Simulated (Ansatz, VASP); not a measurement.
**Ru: VASP beside Ansatz**

File INCAR:

```
PREC = Accurate
ENCUT = 600
EDIFF = 1E-7
ISMEAR = -1
SIGMA = 0.1
LREAL = False
LASPH = True
NELM = 60
ALGO = Fast
ISIF = 3
LWAVE = False
LCHARG = False
GGA = B5
ALDAX = 1.0
AGGAX = 1.0
AGGAC = 1.0
ALDAC = 0.0
IBRION = 2
NSW = 80
EDIFFG = -0.01
```

Contents of KPOINTS:

```
regular mesh
0
Gamma
  10 10 10
```

POSCAR

```
Ru
1.0
    0.0000000000      2.6351714020      2.6351714020
    2.6351714020      0.0000000000      2.6351714020
    2.6351714020      2.6351714020      0.0000000000
Ru
2
Direct
    0.1250000000      0.1250000000      0.1250000000
    0.8750000000      0.8750000000      0.8750000000
```

Input for Ansatz:

```yaml
crystal:
  lattice:
    - [0.0, 2.635171402, 2.635171402]
    - [2.635171402, 0.0, 2.635171402]
    - [2.635171402, 2.635171402, 0.0]
  atoms:
    - { symbol: Ru, position: [0.125, 0.125, 0.125] }
    - { symbol: Ru, position: [0.875, 0.875, 0.875] }
hamiltonian:
  xc: blyp
  pseudopotentials:
    kind: paw
    azcp:
      Ru: "pseudopotentials/Ru.paw.azcp"
basis:
  ecutwfc: 420
  fft_grid_basis: typed
kpoints:
  mp_grid: { grid: [10, 10, 10], shift: [0, 0, 0] }
magnetization:
  spin_polarized: false
scf:
  occupations: { method: fermi_dirac, width: 0.1 }
relax:
  max_steps: 60
  f_tol: 0.01
  cell: {}
output:
  write_density: true
  write_potential: true
  elf: true
  volumetric_format: npy
```

The cell was built by a generator and needn't be a form met in nature.

Alike in both runs: task relaxation of cell and atoms; functional BLYP; k mesh 10 × 10 × 10; occupations fermi-dirac, width 0.1 eV; no spin polarisation.

|  | VASP | Ansatz |
| --- | --- | --- |
| version | VASP 6.6.1 | Ansatz 0.2.0 |
| potentials or method | VASP PAW PBE potentials, release 64 (Ru_pv) | plane waves (420 eV) with PAW, scalar-relativistic |
| plane-wave cutoff (eV) | 600 | 420 |
| valence electrons in the cell | 28 | 32 |

VASP gave:

```
relaxed volume (Å³/atom)                                     : 21.31
relaxed cell length with the largest relative difference (Å) : 3.921
energy change over the relaxation (meV/atom)                 : -255
```

Problem. Which values does Ansatz return?

Solution. Relaxed volume (Å³/atom): 21.23; relaxed cell length with the largest relative difference (Å): 3.916; energy change over the relaxation (meV/atom): -241.

The two sets of potentials don't hold the same shells in valence.

Caveats: the volume moved by over 15 % at a fixed basis, so the end points are rough; the PAW data sets were made with another functional, which shifts forces and pressure a little (VASP).
